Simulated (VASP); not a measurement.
# BN (R3m) in VASP: further runs, part 2 of 2

VASP 6.6.1. The steps go on from the part before.

## 3. Single point, RPBE

File INCAR:

```
SYSTEM = BN
ALGO = Normal
EDIFF = 1E-7
ENCUT = 520
GGA = RP
ISIF = 2
ISMEAR = 0
LASPH = .TRUE.
LCHARG = .FALSE.
LREAL = .FALSE.
LWAVE = .FALSE.
NELM = 80
PREC = Accurate
SIGMA = 0.1
```

File KPOINTS:

```
k-points
0
G
  12 12 12
  0 0 0
```

File POSCAR:

```
BN
1.0
    1.2511217832      0.7223354983      3.3729344033
   -1.2511217832      0.7223354983      3.3729344033
    0.0000000000     -1.4446709966      3.3729344033
N B
1 1
Cartesian
    0.0000000000      0.0000000000      6.7516520399
    0.0000000000      0.0000000000      0.0033270625
```

Potentials or basis: VASP PAW PBE potentials, release 64 (N, B).

The run is started by

```bash
cat potpaw_PBE.64/N/POTCAR potpaw_PBE.64/B/POTCAR > POTCAR
mpirun -np 1 vasp_std > vasp.out
```

It took 21 s on 1 thread of Intel Xeon Platinum 8559C (Emerald Rapids), shared host; peak memory 0.16 GiB.

Results (log left out):

| Quantity | Value |
| --- | --- |
| Free energy | -16.8481 eV |
| Pressure | 7.5 GPa |
| Largest force | 0.003 eV/Å |
| Band gap on the k mesh | 4.39 eV, indirect (least direct gap 4.77 eV) |

Forces on the atoms (eV/Å):
```
N    0.000  0.000 -0.003
B    0.000  0.000  0.003
```

Stress tensor (GPa, compression positive):
```
9.07 0.00 0.00
0.00 9.07 0.00
0.00 0.00 4.24
```

Levels at points of the mesh, in eV from the valence-band top:
```
           k point  band 1  band 2  band 3  band 4  band 5  band 6  band 7  band 8
(0.00, 0.00, 0.00)  -17.85   -4.18   -1.27   -1.27    5.44   11.72   11.72   13.24
(0.50, 0.00, 0.00)  -14.66   -8.94   -4.06   -0.60    5.36    9.95   13.37   15.27
(0.50, 0.50, 0.00)  -14.60   -8.82   -4.11   -1.16    4.39    9.93   14.54   17.82
(0.50, 0.50, 0.50)  -17.60   -6.07   -1.28   -1.28   10.34   11.66   11.66   12.24
```

Caveat: the PAW data sets were made with another functional, which shifts forces and pressure a little. A k mesh can miss the band edges.

## 4. Single point, RPBE

File run.py:

```python
from ase.calculators.vasp import Vasp
from ase.dft.bandgap import bandgap
from ase.io import read

atoms = read('POSCAR')
calc = Vasp(
    directory='calc',
    xc='rpbe',
    pp='PBE',
    setups='recommended',
    prec='Accurate',
    encut=520,
    ediff=1e-06,
    ismear=0,
    sigma=0.1,
    lreal=False,
    lasph=True,
    nelm=100,
    algo='Normal',
    isif=2,
    lwave=False,
    lcharg=False,
    kpts=[12, 12, 12],
    gamma=True,
)
atoms.calc = calc

print('energy (eV):', atoms.get_potential_energy())
print('free energy (eV):', atoms.get_potential_energy(force_consistent=True))
print('forces (eV/A):')
print(atoms.get_forces())
print('stress (eV/A^3, Voigt):', atoms.get_stress())
print('Fermi level (eV):', calc.get_fermi_level())
gap, top, bottom = bandgap(calc)
print('band gap (eV):', gap, 'from (spin, k, band)', top, 'to', bottom)
```

File POSCAR:

```
BN
1.0
    1.2511217832      0.7223354983      3.3729344033
   -1.2511217832      0.7223354983      3.3729344033
    0.0000000000     -1.4446709966      3.3729344033
N B
1 1
Direct
    0.6672382000      0.6672382000      0.6672382000
    0.0003288000      0.0003288000      0.0003288000
```

The run is started by

```bash
python run.py
```

Run time: 23 s. Hardware: 1 thread of Intel Xeon Platinum 8559C (Emerald Rapids), shared host; peak memory 0.16 GiB.

The run converged. Its results:

```yaml
Free_energy: -16.8481 eV
Pressure: 7.5 GPa
Largest_force: 0.003 eV/Å
Band_gap_on_the_k_mesh: 4.39 eV, indirect (least direct gap 4.77 eV)
```

Forces in eV/Å, atoms in the order of the input:
```
N    0.000  0.000 -0.003
B    0.000  0.000  0.003
```

Stress tensor (GPa, compression positive):
```
9.07 0.00 0.00
0.00 9.07 0.00
0.00 0.00 4.24
```

Levels at points of the mesh, in eV from the valence-band top:
| k point | band 2 | band 3 | band 4 | band 5 | band 6 | band 7 |
| --- | --- | --- | --- | --- | --- | --- |
| (0.00, 0.00, 0.00) | -4.18 | -1.27 | -1.27 | 5.44 | 11.72 | 11.72 |
| (0.50, 0.00, 0.00) | -8.94 | -4.06 | -0.60 | 5.36 | 9.95 | 13.37 |
| (0.50, 0.50, 0.00) | -8.82 | -4.11 | -1.16 | 4.39 | 9.93 | 14.54 |
| (0.50, 0.50, 0.50) | -6.07 | -1.28 | -1.28 | 10.34 | 11.66 | 11.66 |

Caveat: the PAW data sets were made with another functional, which shifts forces and pressure a little. As with any semilocal functional, this RPBE gap is likely too small.

## 5. Single point, PBE

File INCAR:

```
PREC     = Accurate       # precision mode
ENCUT    = 520            # plane-wave cutoff, eV
EDIFF    = 1E-6           # SCF threshold, eV
ISMEAR   = 0              # smearing method
SIGMA    = 0.023          # smearing width, eV
LREAL    = F              # projectors in reciprocal space
LASPH    = T              # aspherical terms in the spheres
NELM     = 100            # most SCF steps
ALGO     = Normal         # electronic algorithm
ISIF     = 2              # what is computed and relaxed
LWAVE    = F              # write WAVECAR
LCHARG   = F              # write CHGCAR
GGA      = PE             # functional
```

File KPOINTS:

```
Automatic mesh
0
Gamma
  12 12 12
```

POSCAR is that of step 4.

The run is started by

```bash
cat potpaw_PBE.64/N/POTCAR potpaw_PBE.64/B/POTCAR > POTCAR
mpirun -np 1 vasp_std > vasp.out
```

Run time: 17 s. Hardware: 1 thread of Intel Xeon 6975P-C (Granite Rapids), shared host; peak memory 0.16 GiB.

The run converged. Its results:

| Item | Value |
| --- | --- |
| Free energy | -17.5810 eV |
| Pressure | 3.6 GPa |
| Band gap on the k mesh | 4.28 eV, indirect (least direct gap 4.70 eV) |

Forces on the atoms (eV/Å):
```
N    0.000  0.000 -0.003
B    0.000  0.000  0.003
```

Stress tensor (GPa, compression positive):
```
4.33 0.00 0.00
0.00 4.33 0.00
0.00 0.00 2.23
```

Levels at points of the mesh, in eV from the valence-band top:
| k point | band 1 | band 2 | band 3 | band 4 | band 5 | band 6 | band 7 | band 8 |
| --- | --- | --- | --- | --- | --- | --- | --- | --- |
| (0.00, 0.00, 0.00) | -17.78 | -4.18 | -1.29 | -1.29 | 5.17 | 11.68 | 11.68 | 13.14 |
| (0.50, 0.00, 0.00) | -14.59 | -8.93 | -4.07 | -0.60 | 5.29 | 9.92 | 13.09 | 15.02 |
| (0.50, 0.50, 0.00) | -14.52 | -8.80 | -4.13 | -1.17 | 4.28 | 9.91 | 14.26 | 17.56 |
| (0.50, 0.50, 0.50) | -17.52 | -6.13 | -1.30 | -1.30 | 10.11 | 11.61 | 11.61 | 12.24 |

A k mesh can miss the band edges.

## 6. Single point, PBE

File INCAR:

```
ALGO = Normal
EDIFF = 1E-6
ENCUT = 450
GGA = PE
ISIF = 2
ISMEAR = 0
LASPH = T
LCHARG = F
LREAL = F
LWAVE = F
NELM = 80
PREC = Accurate
SIGMA = 0.02
```

File KPOINTS:

```
k-points
0
Gamma
  6 6 6
```

POSCAR is that of step 5.

Potentials or basis: VASP PAW PBE potentials, release 64 (N_GW, B_GW).

The run is started by

```bash
cat potpaw_PBE.64/N_GW/POTCAR potpaw_PBE.64/B_GW/POTCAR > POTCAR
mpirun -np 1 vasp_std > vasp.out
```

OUTCAR:

```text
EDIFF = 1E-6
   ENCUT = 450
   GGA = PE
   ISIF = 2
   ISMEAR = 0
   LASPH = T
   LREAL = F
   NELM = 80
   PREC = Accurate

 ion  position               nearest neighbor table
   1  0.667  0.667  0.667-   2 1.44   2 1.44   2 1.44
   2  0.000  0.000  0.000-   1 1.44   1 1.44   1 1.44

  LATTYP: Found a trigonal (rhomboedric) cell.
 ALAT       =     3.6692997666
 COS(alpha) =     0.7674786797

  Lattice vectors:

 A1 = (   1.2511217832,   0.7223354983,   3.3729344033)
 A2 = (  -1.2511217832,   0.7223354983,   3.3729344033)
 A3 = (   0.0000000000,  -1.4446709966,   3.3729344033)

Analysis of symmetry for initial positions (statically):
=====================================================================
 Subroutine PRICEL returns:
 Original cell was already a primitive cell.

 Routine SETGRP: Setting up the symmetry group for a
 trigonal (rhombohedral) supercell.

 Subroutine GETGRP returns: Found  6 space group operations
 (whereof  6 operations were pure point group operations)
 out of a pool of 12 trial point group operations.

The static configuration has the point symmetry C_3v.

Analysis of symmetry for dynamics (positions and initial velocities):
[... 167 lines left out ...]

 k-point     1 :       0.0000    0.0000    0.0000
  band No.  band energies     occupation
      1     -15.6104      2.00000
      2      -2.0051      2.00000
      3       0.8837      2.00000
      4       0.8837      2.00000
      5       7.3430      0.00000
      6      13.8618      0.00000
      7      13.8618      0.00000
      8      15.3300      0.00000
[... 243 lines left out ...]
 k-point    24 :      -0.3333    0.5000    0.1667
  band No.  band energies     occupation
      1     -12.4248      2.00000
      2      -5.8398      2.00000
      3      -3.1385      2.00000
      4       0.6316      2.00000
      5       7.5667      0.00000
      6      14.2243      0.00000
      7      16.0895      0.00000
      8      18.3932      0.00000

 [... further k-points ...]

------------------------ aborting loop because EDIFF is reached ----------------------------------------

  FORCE on cell =-STRESS in cart. coord.  units (eV):
  Direction    XX          YY          ZZ          XY          YZ          ZX
  --------------------------------------------------------------------------------------
  -------------------------------------------------------------------------------------
  Total        0.1317020      0.1317020     -0.0214231      0.0000000      0.0000000      0.0000000
  in kB       11.5373323     11.5373323     -1.8766997      0.0000000      0.0000000      0.0000000
  external PRESSURE =       7.0659883 kB  Pullay stress =       0.0000000 kB

 VOLUME and BASIS-vectors are now :
 -----------------------------------------------------------------------------
  energy-cutoff  :      450.00
  volume of cell :       18.29
      direct lattice vectors                 reciprocal lattice vectors
     1.251121783  0.722335498  3.372934403     0.399641351  0.230733042  0.098825916
    -1.251121783  0.722335498  3.372934403    -0.399641351  0.230733042  0.098825916
     0.000000000 -1.444670997  3.372934403     0.000000000 -0.461466083  0.098825916

 POSITION                                       TOTAL-FORCE (eV/Angst)
 -----------------------------------------------------------------------------------
      0.00000      0.00000      6.75165         0.000000      0.000000     -0.002950
      0.00000      0.00000      0.00333         0.000000      0.000000      0.002950
 -----------------------------------------------------------------------------------
    total drift:                               -0.000000     -0.000000      0.000441

  FREE ENERGIE OF THE ION-ELECTRON SYSTEM (eV)
  ---------------------------------------------------
  free  energy   TOTEN  =       -17.5841499665 eV

  energy  without entropy=      -17.5841499665  energy(sigma->0) =      -17.58414997
```

It used 8.8 s of CPU time on 1 thread of Intel(R) Xeon(R) Platinum 8559C (Emerald Rapids) (shared host), which was overloaded at the time.

What came out:

- Free energy: -17.5841 eV
- Band gap on the k mesh: 4.29 eV, indirect (least direct gap 4.71 eV)

Forces in eV/Å, atoms in the order of the input:
```
N    0.000  0.000 -0.003
B    0.000  0.000  0.003
```

Caveat: the k mesh is coarse (spacing up to 0.49 Å⁻¹), so the values aren't converged; the cutoff is under 1.25 times the usual one of these potentials, so pressure, stress and relaxed cells hold a basis-set (Pulay) error. Expect the measured gap to be larger: semilocal functionals such as PBE lack the derivative discontinuity.

## 7. The runs side by side

```csv
level,potentials or basis,k mesh,cutoff (eV),smearing,further INCAR settings,mesh quality,gap on the mesh (eV),pressure (GPa)
PBE,"VASP PAW PBE potentials, release 64 (N, B)",12 × 12 × 12,520,gaussian 0.014 eV,ALGO = Fast; EDIFF = 1e-06; NBANDS = 11,not flagged,4.28,3.6
RPBE,"VASP PAW PBE potentials, release 64 (N, B)",12 × 12 × 12,520,gaussian 0.1 eV,ALGO = Normal; EDIFF = 1e-07,not flagged,4.39,7.5
RPBE,"VASP PAW PBE potentials, release 64 (N, B)",12 × 12 × 12,520,gaussian 0.1 eV,ALGO = Normal; EDIFF = 1.00e-06,not flagged,4.39,7.5
PBE,"VASP PAW PBE potentials, release 64 (N, B)",12 × 12 × 12,520,gaussian 0.023 eV,ALGO = Normal; EDIFF = 1e-06,not flagged,4.28,3.6
PBE,"VASP PAW PBE potentials, release 64 (N_GW, B_GW)",6 × 6 × 6,450,gaussian 0.02 eV,ALGO = Normal; EDIFF = 1e-06,coarse,4.29,-
```

Alike in all rows: task single point; no spin polarisation; cell as given.

Caveats: some runs use coarse meshes; the PAW data sets were made with another functional, which shifts forces and pressure a little (some runs); the cutoff is under 1.25 times the usual one of these potentials, so pressure, stress and relaxed cells hold a basis-set (Pulay) error (some runs).

Total energies depend on the potentials used, so only differences within one code and one set of settings carry meaning.
